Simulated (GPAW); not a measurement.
# Near-edge structure at the P K edge of BP (F-43m), part 3 of 3

Aim: the dependence of the P K near-edge features of BP (F-43m) on volume.

GPAW 26.7.0; X-ray absorption from dipole matrix elements to empty bands, plane-wave PAW LDA.

So far. Step 4 (Spectrum with FCH, P atom 1): The hole costs E(hole) − E(ground) = 2138.96 eV, and the lowest empty level of the hole cell on the spectrum's mesh lies at 9.11 eV, which puts the zero at 2148.07 eV. One term is added: -15.84 eV, since the hole is spin-paired here and a spin-polarised one costs that much less in the free atom (computed apart). The photon energy is then 2132.23 eV.

**8. Spectrum with FCH, P atom 1**

Shorter bonds are expected to push antibonding states and scattering resonances up, and longer ones down; the cell is scaled to test that.

Changed against the first core-hole run: volume scale from 1 to 0.97.

File xas.py:

```python
import numpy as np
from ase import Atoms
from ase.parallel import parprint, paropen
from gpaw import GPAW, PW, FermiDirac, Mixer, MixerDif, setup_paths
from gpaw.test import gen
setup_paths.insert(0, '.')
gen('P', name='fch1s', xcname='LDA', corehole=(1, 0, 1), write_xml=True)
from gpaw.mpi import world
world.barrier()

atoms = Atoms('P6B6',
    cell=[[2.24607924, 4.49215848, 2.24607924],
     [4.49215848, -2.24607924, -2.24607924],
     [2.24607924, 2.24607924, -4.49215848]],
    scaled_positions=[[0.125, 0.375, 0.625],
     [0.625, 0.54166667, 0.79166667],
     [0.125, 0.70833333, 0.95833333],
     [0.625, 0.875, 0.125],
     [0.125, 0.04166667, 0.29166667],
     [0.625, 0.20833333, 0.45833333],
     [0, 0, 0],
     [0.5, 0.16666667, 0.16666667],
     [0, 0.33333333, 0.33333333],
     [0.5, 0.5, 0.5],
     [0, 0.66666667, 0.66666667],
     [0.5, 0.83333333, 0.83333333]],
    pbc=True)
atoms.calc = calc = GPAW(legacy_gpaw=True, mode=PW(430, force_complex_dtype=True), xc='LDA', setups={0: 'fch1s'},
    kpts={'size': (3, 4, 4), 'gamma': True}, occupations=FermiDirac(0.02),
    charge=0, mixer=Mixer(0.1, 5, 50), maxiter=150,
    convergence={'density': 0.0001, 'eigenstates': 1e-6}, txt='scf.txt')
energy = atoms.get_potential_energy() + calc.get_reference_energy()
ef = calc.get_fermi_level()
out = dict(energy=energy, fermi=ef, forces=atoms.get_forces().tolist())
parprint(f'all-electron energy {energy:.4f} eV, Fermi level {ef:.4f} eV')
ev = np.array([[calc.get_eigenvalues(k, s) for k in range(len(calc.get_ibz_k_points()))] for s in range(calc.get_number_of_spins())])
out['homo'], out['lumo'], out['counts'] = ev[ev < ef].max(), ev[ev > ef].min(), sorted(set((ev < ef).sum((0, 2)).tolist()))
out['filled'] = (ev[:, 0] < ef).sum(1).tolist()

from ase.units import Ha
from gpaw.xas import dipole_matrix_elements
nb = int(calc.get_number_of_electrons() / 2) + 84
top, nb = nb, nb + 8 + nb // 12
nscf = calc.fixed_density(kpts={'size': (5, 5, 5), 'gamma': True}, nbands=nb,
    convergence={'bands': top, 'eigenstates': 5e-3}, maxiter=60, txt='nscf.txt')
cell = atoms.cell.array
ops = [cell.T @ U.T @ np.linalg.inv(cell.T) for U in nscf.wfs.kd.symmetry.op_scc]
filled = [24]  # bands filled in the ground state, by spin
E = np.arange(-6, 34, 0.1)
fwhm = np.interp(E, [4, 25], [0.9, 3.5])
Y, X, zero, highest = 0, 0, 1e9, 1e9
for spin in range(nscf.get_number_of_spins()):
    wfs = nscf.wfs
    mine = wfs.bd.get_slice()  # this rank's bands
    A = dipole_matrix_elements(wfs.setups[0])
    eps = np.zeros((wfs.kd.nibzkpts, nb))
    d = np.zeros((3, A.shape[1], wfs.kd.nibzkpts, nb), complex)
    for kpt in wfs.kpt_u:
        if kpt.s == spin and 0 in kpt.P_ani:
            eps[kpt.k, mine] = kpt.eps_n * Ha
            d[:, :, kpt.k, mine] = (kpt.weight * wfs.nspins / 2) ** 0.5 * np.inner(A, kpt.P_ani[0])
    world.sum(eps)
    world.sum(d)
    T = np.einsum('amkn,bmkn->abkn', d, d.conj()).real
    T = sum(np.einsum('ai,ijkn,bj->abkn', R, T, R) for R in ops) / len(ops)
    empty = np.ones_like(eps, bool) & (np.arange(nb) >= filled[spin])
    zero, highest = min(zero, eps[empty].min()), min(highest, eps[:, top - 1].min())
    lines = [(eps, T, empty)] if spin == 0 else lines + [(eps, T, empty)]
for eps, T, empty in lines:
    f = np.einsum('aakn->akn', T).reshape(3, -1)
    x = eps.ravel() - zero
    w = np.interp(x, E, fwhm) / 2.35482
    g = np.exp(-0.5 * ((E[:, None] - x) / w) ** 2) / (w * (2 * np.pi) ** 0.5)
    Y = Y + (f * empty.ravel()) @ g.T
    X = X + (f * ~empty.ravel()) @ g.T
out.update(E=E.round(2).tolist(), xas=Y.tolist(), xes=X.tolist(), zero=zero, valid=highest - zero, nk=len(eps), nb=nb)
for i in range(0, len(E), 10):
    parprint(f'{E[i]:7.2f}', *(f'{v:10.3e}' for v in Y[:, i]))
import json
with paropen('out.json', 'w') as f:
    json.dump(out, f)
```

On the command line:

```bash
OMP_NUM_THREADS=1 mpirun -n 4 gpaw python xas.py
```

Numbers of over 12 decimals in the logs are rounded to 6 here.

The log of the run:

```text
Input parameters:
  convergence: {density: 0.0001,
                eigenstates: 1e-06}
  kpts: {gamma: True,
         size: (3, 4, 4)}
  maxiter: 150
  mixer: {backend: pulay,
          beta: 0.1,
          method: separate,
          nmaxold: 5,
          weight: 50}
  mode: {ecut: 430.0,
         force_complex_dtype: True,
         name: pw}
  occupations: {fixmagmom: False,
                name: fermi-dirac,
[...]
*p    :     0.374316
*d    :     0.000000
--------------------------------

Diagonalizing with gridspacing h=0.050

state   all-electron     PAW
-------------------------------
3s:      -0.984498    -0.984928
3p:      -0.625684    -0.626173
*d:                   -0.152187
*f:                   -0.017358
-------------------------------
all-electron energy -57558.8646 eV, Fermi level 8.7875 eV
[...]
32.00  2.005e-06  2.007e-06  2.005e-06
  33.00  1.650e-06  1.651e-06  1.650e-06
[key lines of the parts left out:]
Converged after 17 iterations.
Dipole moment: (-6.428597, -9.349440, -6.428597) |e|*Ang
Free energy:   -105.105242
Fermi level: 8.78753
```

The job ended after 71 s (4 MPI ranks of Arm Neoverse V1, shared host; peak memory 0.33 GiB; 4.7 min of CPU time).

```tsv
E (eV)	first run	this run
-2.0	0.00	0.00
-1.0	0.00	0.00
0.0	0.08	0.07
1.0	0.61	0.56
2.0	1.35	1.26
3.0	1.75	1.63
4.0	1.80	1.85
5.0	1.13	1.13
6.0	1.04	1.01
7.0	1.03	1.01
8.0	0.92	0.93
9.0	0.76	0.81
10.0	0.61	0.65
11.0	0.56	0.56
12.0	0.65	0.59
13.0	0.78	0.69
14.0	1.10	0.89
15.0	1.68	1.44
16.0	1.71	1.86
17.0	1.04	1.42
18.0	0.58	0.77
19.0	0.48	0.52
20.0	0.47	0.48
21.0	0.46	0.47
22.0	0.46	0.47
23.0	0.46	0.47
24.0	0.47	0.46
25.0	0.48	0.47
26.0	0.49	0.48
```

The scaled spectrum changes by 12 % r.m.s. The highest intensity below 16 eV goes from 3.6 eV (1.99) to 3.7 eV (1.96).

The photon energy of the zero moves by -0.04 eV.

**9. Reference energy of the supercell**

The cell changes for the next run, so it gets a reference energy of its own.

The cell differs from the one that the last finished run ended in (a 5.502 → 5.613 Å, b 5.502 → 5.613 Å, c 5.502 → 5.613 Å).

File scf.py:

```python
import numpy as np
from ase import Atoms
from ase.parallel import parprint, paropen
from gpaw import GPAW, PW, FermiDirac, Mixer, MixerDif, setup_paths
from gpaw.test import gen
setup_paths.insert(0, '.')
gen('P', name='nch1s', xcname='LDA', corehole=(1, 0, 0), write_xml=True)
from gpaw.mpi import world
world.barrier()

atoms = Atoms('P6B6',
    cell=[[2.29146681, 4.58293362, 2.29146681],
     [4.58293362, -2.29146681, -2.29146681],
     [2.29146681, 2.29146681, -4.58293362]],
    scaled_positions=[[0.125, 0.375, 0.625],
     [0.625, 0.54166667, 0.79166667],
     [0.125, 0.70833333, 0.95833333],
     [0.625, 0.875, 0.125],
     [0.125, 0.04166667, 0.29166667],
     [0.625, 0.20833333, 0.45833333],
     [0, 0, 0],
     [0.5, 0.16666667, 0.16666667],
     [0, 0.33333333, 0.33333333],
     [0.5, 0.5, 0.5],
     [0, 0.66666667, 0.66666667],
     [0.5, 0.83333333, 0.83333333]],
    pbc=True)
atoms.calc = calc = GPAW(legacy_gpaw=True, mode=PW(430, force_complex_dtype=True), xc='LDA', setups={0: 'nch1s'},
    kpts={'size': (3, 4, 4), 'gamma': True}, occupations=FermiDirac(0.02),
    charge=0, mixer=Mixer(0.1, 5, 50), maxiter=150,
    convergence={'density': 0.0001, 'eigenstates': 1e-6}, txt='scf.txt')
energy = atoms.get_potential_energy() + calc.get_reference_energy()
ef = calc.get_fermi_level()
out = dict(energy=energy, fermi=ef, forces=atoms.get_forces().tolist())
parprint(f'all-electron energy {energy:.4f} eV, Fermi level {ef:.4f} eV')
ev = np.array([[calc.get_eigenvalues(k, s) for k in range(len(calc.get_ibz_k_points()))] for s in range(calc.get_number_of_spins())])
out['homo'], out['lumo'], out['counts'] = ev[ev < ef].max(), ev[ev > ef].min(), sorted(set((ev < ef).sum((0, 2)).tolist()))
out['filled'] = (ev[:, 0] < ef).sum(1).tolist()
import json
with paropen('out.json', 'w') as f:
    json.dump(out, f)
```

On the command line:

```bash
OMP_NUM_THREADS=1 mpirun -n 4 gpaw python scf.py
```

The log of the run:

```text
Input parameters:
  convergence: {density: 0.0001,
                eigenstates: 1e-06}
  kpts: {gamma: True,
         size: (3, 4, 4)}
  maxiter: 150
  mixer: {backend: pulay,
          beta: 0.1,
          method: separate,
          nmaxold: 5,
          weight: 50}
  mode: {ecut: 430.0,
         force_complex_dtype: True,
         name: pw}
  occupations: {fixmagmom: False,
                name: fermi-dirac,
[...]
--------------------------------
3s(2) :    -0.515028     1.126397
*s    :     0.484972
3p(3) :    -0.205646     1.006802
*p    :     0.794354
*d    :     0.000000
--------------------------------

Diagonalizing with gridspacing h=0.050

state   all-electron     PAW
-------------------------------
3s:      -0.515028    -0.515337
3p:      -0.205646    -0.205904
*d:                    0.038554
*f:                    0.072541
-------------------------------
all-electron energy -59697.1861 eV, Fermi level 8.2351 eV
[key lines of the parts left out:]
Converged after 16 iterations.
Dipole moment: (-6.233840, -8.881271, -6.233840) |e|*Ang
Free energy:    -85.865572
Fermi level: 8.23512
```

Run time: 17 s. Hardware: 4 MPI ranks; peak memory 0.23 GiB; 67 s of CPU time.

Reference energy: -59697.186 eV with the cores included.

**10. Spectrum with FCH, P atom 1**

Shorter bonds are expected to push antibonding states and scattering resonances up, and longer ones down; the cell is scaled to test that.

Changed against the first core-hole run: volume scale from 1 to 1.03.

xas.py: that of step 8 with these lines changed.

```diff
@@ -11,5 +11,5 @@
 atoms = Atoms('P6B6',
-    cell=[[2.24607924, 4.49215848, 2.24607924],
-     [4.49215848, -2.24607924, -2.24607924],
-     [2.24607924, 2.24607924, -4.49215848]],
+    cell=[[2.29146681, 4.58293362, 2.29146681],
+     [4.58293362, -2.29146681, -2.29146681],
+     [2.29146681, 2.29146681, -4.58293362]],
     scaled_positions=[[0.125, 0.375, 0.625],
@@ -41,3 +41,3 @@
 from gpaw.xas import dipole_matrix_elements
-nb = int(calc.get_number_of_electrons() / 2) + 84
+nb = int(calc.get_number_of_electrons() / 2) + 89
 top, nb = nb, nb + 8 + nb // 12
```

On the command line:

```bash
OMP_NUM_THREADS=1 mpirun -n 4 gpaw python xas.py
```

The log of the run:

```text
Input parameters:
  convergence: {density: 0.0001,
                eigenstates: 1e-06}
  kpts: {gamma: True,
         size: (3, 4, 4)}
  maxiter: 150
  mixer: {backend: pulay,
          beta: 0.1,
          method: separate,
          nmaxold: 5,
          weight: 50}
  mode: {ecut: 430.0,
         force_complex_dtype: True,
         name: pw}
  occupations: {fixmagmom: False,
                name: fermi-dirac,
[...]
*p    :     0.374316
*d    :     0.000000
--------------------------------

Diagonalizing with gridspacing h=0.050

state   all-electron     PAW
-------------------------------
3s:      -0.984498    -0.984928
3p:      -0.625684    -0.626173
*d:                   -0.152187
*f:                   -0.017358
-------------------------------
all-electron energy -57557.8582 eV, Fermi level 8.0206 eV
[...]
32.00  2.047e-06  2.099e-06  2.047e-06
  33.00  1.986e-06  2.024e-06  1.986e-06
[key lines of the parts left out:]
Converged after 17 iterations.
Dipole moment: (-6.464876, -9.130992, -6.464876) |e|*Ang
Free energy:   -104.098780
Fermi level: 8.02062
```

Elapsed: 76 s, on 4 MPI ranks; peak memory 0.34 GiB.

```tsv
E (eV)	first run	this run
-2.0	0.00	0.00
-1.0	0.00	0.00
0.0	0.08	0.08
1.0	0.61	0.68
2.0	1.35	1.45
3.0	1.75	1.87
4.0	1.80	1.77
5.0	1.13	1.13
6.0	1.04	1.06
7.0	1.03	1.03
8.0	0.92	0.90
9.0	0.76	0.71
10.0	0.61	0.59
11.0	0.56	0.59
12.0	0.65	0.72
13.0	0.78	0.90
14.0	1.10	1.33
15.0	1.68	1.77
16.0	1.71	1.40
17.0	1.04	0.74
18.0	0.58	0.50
19.0	0.48	0.47
20.0	0.47	0.46
21.0	0.46	0.46
22.0	0.46	0.46
23.0	0.46	0.47
24.0	0.47	0.48
25.0	0.48	0.49
26.0	0.49	0.51
```

Against the first run the r.m.s. difference is 11 %. The highest intensity below 16 eV goes from 3.6 eV (1.99) to 3.4 eV (2.03).

The photon energy of the zero moves by +0.03 eV.

**11. Supercell without a hole, the energy reference**

The cell changes for the next run, so it gets a reference energy of its own.

The cell differs from the one that the last finished run ended in (a 5.613 → 5.667 Å, b 5.613 → 5.667 Å, c 5.613 → 5.667 Å).

scf.py: that of step 9 with these lines changed.

```diff
@@ -11,5 +11,5 @@
 atoms = Atoms('P6B6',
-    cell=[[2.29146681, 4.58293362, 2.29146681],
-     [4.58293362, -2.29146681, -2.29146681],
-     [2.29146681, 2.29146681, -4.58293362]],
+    cell=[[2.31350149, 4.62700299, 2.31350149],
+     [4.62700299, -2.31350149, -2.31350149],
+     [2.31350149, 2.31350149, -4.62700299]],
     scaled_positions=[[0.125, 0.375, 0.625],
```

On the command line:

```bash
OMP_NUM_THREADS=1 mpirun -n 4 gpaw python scf.py
```

The log of the run:

```text
Input parameters:
  convergence: {density: 0.0001,
                eigenstates: 1e-06}
  kpts: {gamma: True,
         size: (3, 4, 4)}
  maxiter: 150
  mixer: {backend: pulay,
          beta: 0.1,
          method: separate,
          nmaxold: 5,
          weight: 50}
  mode: {ecut: 430.0,
         force_complex_dtype: True,
         name: pw}
  occupations: {fixmagmom: False,
                name: fermi-dirac,
[...]
--------------------------------
3s(2) :    -0.515028     1.126397
*s    :     0.484972
3p(3) :    -0.205646     1.006802
*p    :     0.794354
*d    :     0.000000
--------------------------------

Diagonalizing with gridspacing h=0.050

state   all-electron     PAW
-------------------------------
3s:      -0.515028    -0.515337
3p:      -0.205646    -0.205904
*d:                    0.038554
*f:                    0.072541
-------------------------------
all-electron energy -59696.8943 eV, Fermi level 7.8634 eV
[key lines of the parts left out:]
Converged after 17 iterations.
Dipole moment: (-6.251473, -8.775278, -6.251473) |e|*Ang
Free energy:    -85.573790
Fermi level: 7.86338
```

It took 17 s on 4 MPI ranks; peak memory 0.23 GiB; 69 s of CPU time.

Reference energy: -59696.894 eV with the cores included.

**12. Spectrum with FCH, P atom 1**

Shorter bonds are expected to push antibonding states and scattering resonances up, and longer ones down; the cell is scaled to test that.

Changed against the first core-hole run: volume scale from 1 to 1.06.

xas.py: that of step 10 with these lines changed.

```diff
@@ -11,5 +11,5 @@
 atoms = Atoms('P6B6',
-    cell=[[2.29146681, 4.58293362, 2.29146681],
-     [4.58293362, -2.29146681, -2.29146681],
-     [2.29146681, 2.29146681, -4.58293362]],
+    cell=[[2.31350149, 4.62700299, 2.31350149],
+     [4.62700299, -2.31350149, -2.31350149],
+     [2.31350149, 2.31350149, -4.62700299]],
     scaled_positions=[[0.125, 0.375, 0.625],
@@ -41,3 +41,3 @@
 from gpaw.xas import dipole_matrix_elements
-nb = int(calc.get_number_of_electrons() / 2) + 89
+nb = int(calc.get_number_of_electrons() / 2) + 91
 top, nb = nb, nb + 8 + nb // 12
```

On the command line:

```bash
OMP_NUM_THREADS=1 mpirun -n 4 gpaw python xas.py
```

The log of the run:

```text
Input parameters:
  convergence: {density: 0.0001,
                eigenstates: 1e-06}
  kpts: {gamma: True,
         size: (3, 4, 4)}
  maxiter: 150
  mixer: {backend: pulay,
          beta: 0.1,
          method: separate,
          nmaxold: 5,
          weight: 50}
  mode: {ecut: 430.0,
         force_complex_dtype: True,
         name: pw}
  occupations: {fixmagmom: False,
                name: fermi-dirac,
[...]
*p    :     0.374316
*d    :     0.000000
--------------------------------

Diagonalizing with gridspacing h=0.050

state   all-electron     PAW
-------------------------------
3s:      -0.984498    -0.984928
3p:      -0.625684    -0.626173
*d:                   -0.152187
*f:                   -0.017358
-------------------------------
all-electron energy -57557.2167 eV, Fermi level 7.6504 eV
[...]
32.00  2.111e-06  2.187e-06  2.111e-06
  33.00  2.065e-06  2.117e-06  2.065e-06
[key lines of the parts left out:]
Converged after 20 iterations.
Dipole moment: (-6.481357, -9.019927, -6.481357) |e|*Ang
Free energy:   -103.457313
Fermi level: 7.65043
```

Elapsed: 80 s, on 4 MPI ranks; peak memory 0.35 GiB; 5.3 min of CPU time.

```tsv
E (eV)	first run	this run
-2.0	0.00	0.00
-1.0	0.00	0.00
0.0	0.08	0.09
1.0	0.61	0.75
2.0	1.35	1.55
3.0	1.75	1.98
4.0	1.80	1.74
5.0	1.13	1.15
6.0	1.04	1.07
7.0	1.03	1.03
8.0	0.92	0.87
9.0	0.76	0.67
10.0	0.61	0.57
11.0	0.56	0.64
12.0	0.65	0.80
13.0	0.78	1.05
14.0	1.10	1.54
15.0	1.68	1.67
16.0	1.71	1.05
17.0	1.04	0.57
18.0	0.58	0.47
19.0	0.48	0.46
20.0	0.47	0.45
21.0	0.46	0.45
22.0	0.46	0.46
23.0	0.46	0.48
24.0	0.47	0.49
25.0	0.48	0.51
26.0	0.49	0.52
```

The scaled spectrum changes by 21 % r.m.s. The highest intensity below 16 eV goes from 3.6 eV (1.99) to 3.3 eV (2.07).

The photon energy of the zero moves by +0.06 eV.

**13. The volumes side by side**

```tsv
volume	nearest distance (Å)	shift of the zero (eV)	maximum 1 (eV above own zero)	maximum 2 (eV above own zero)
0.94	1.925	-0.07	3.8	16.5
0.97	1.945	-0.04	3.7	16.0
1	1.965	+0.00	3.6	15.5
1.03	1.984	+0.03	3.4	15.1
1.06	2.004	+0.06	3.3	14.7
```

The curves, each shifted by its zero's change so that they share one photon-energy axis, counted from the zero at V × 1:

```tsv
E (eV)	V × 0.94	V × 0.97	V × 1	V × 1.03	V × 1.06
-2.0	0.00	0.00	0.00	0.00	0.00
-1.0	0.00	0.00	0.00	0.00	0.00
0.0	0.08	0.08	0.08	0.08	0.08
1.0	0.55	0.58	0.61	0.65	0.70
2.0	1.22	1.28	1.35	1.43	1.51
3.0	1.56	1.65	1.75	1.85	1.95
4.0	1.86	1.83	1.80	1.79	1.78
5.0	1.12	1.12	1.13	1.14	1.16
6.0	0.98	1.01	1.04	1.06	1.08
7.0	0.98	1.01	1.03	1.03	1.04
8.0	0.93	0.93	0.92	0.91	0.88
9.0	0.83	0.80	0.76	0.72	0.68
10.0	0.67	0.64	0.61	0.59	0.58
11.0	0.57	0.56	0.56	0.59	0.63
12.0	0.55	0.59	0.65	0.72	0.79
13.0	0.63	0.70	0.78	0.89	1.02
14.0	0.76	0.91	1.10	1.31	1.50
15.0	1.20	1.46	1.68	1.76	1.69
16.0	1.81	1.86	1.71	1.42	1.09
17.0	1.74	1.40	1.04	0.76	0.58
18.0	1.06	0.75	0.58	0.50	0.47
19.0	0.61	0.51	0.48	0.47	0.46
20.0	0.50	0.48	0.47	0.46	0.45
21.0	0.48	0.47	0.46	0.46	0.45
22.0	0.48	0.47	0.46	0.46	0.46
23.0	0.48	0.47	0.46	0.47	0.48
24.0	0.47	0.46	0.47	0.48	0.49
25.0	0.47	0.47	0.48	0.49	0.51
```

**14. Results**

```
absorber and edge                               : P K, atom 1 of the ground-state input (counted from 1)
surroundings                                    : 4 B at 1.97 Å (tetrahedral, site symmetry -43m)
highest intensity below 16 eV                   : 3.6 eV above the zero, height 1.99
photon energy of the zero, with the added terms : 2132.2 eV (raw 2148.1 eV; LDA puts this hole about 8 eV below PBE, itself good to a few eV)
```

In words: From V × 0.94 to V × 1.06 the nearest distance grows by 0.079 Å and the zero moves by +0.14 eV. Above their own zero, the maxima move from 3.8 to 3.3 eV and from 16.5 to 14.7 eV. The one highest in energy moves most, in the direction that the rule ΔE·R² ≈ constant for scattering resonances gives. The P K edge of atom 1, with 4 B at 1.97 Å (tetrahedral, site symmetry -43m), has its highest intensity of the first 16 eV at 3.6 eV above the zero, near 2136 eV in photon energy (LDA puts this hole about 8 eV below PBE, itself good to a few eV), 2.0 times the mean level of the first 20 eV (Gaussian full width 0.9 eV up to 4 eV, rising linearly to 3.5 eV at 25 eV). The holes are only 5.6 Å apart, so the shape is probably not converged with cell size; no larger cell was run here. The mesh is coarse (0.27 Å⁻¹ between points), so small maxima may be mesh ripples. The structure is a published determination, not relaxed.

[Banner, clock and machine lines of the logs are left out without a mark of their own.]

[Logs are printed without paths, hosts, clocks, repeated set-up lines and the standing remarks that a program may print on its own settings, such as how far it seeks lower states.]

[Hosts, paths, dates, database ids (printed as entryN), source tags and the programs' standing remarks are cut or masked in the printed files.]

[Lists of maxima count a maximum above −3 eV only where it reaches 4 % of the highest in the window and stands out from its surroundings by 2 % of it (1.5 % where it reaches 55 %); shoulders and weaker maxima are passed over, and of the rest the first, up to two pre-edge ones and the few strongest are named.]
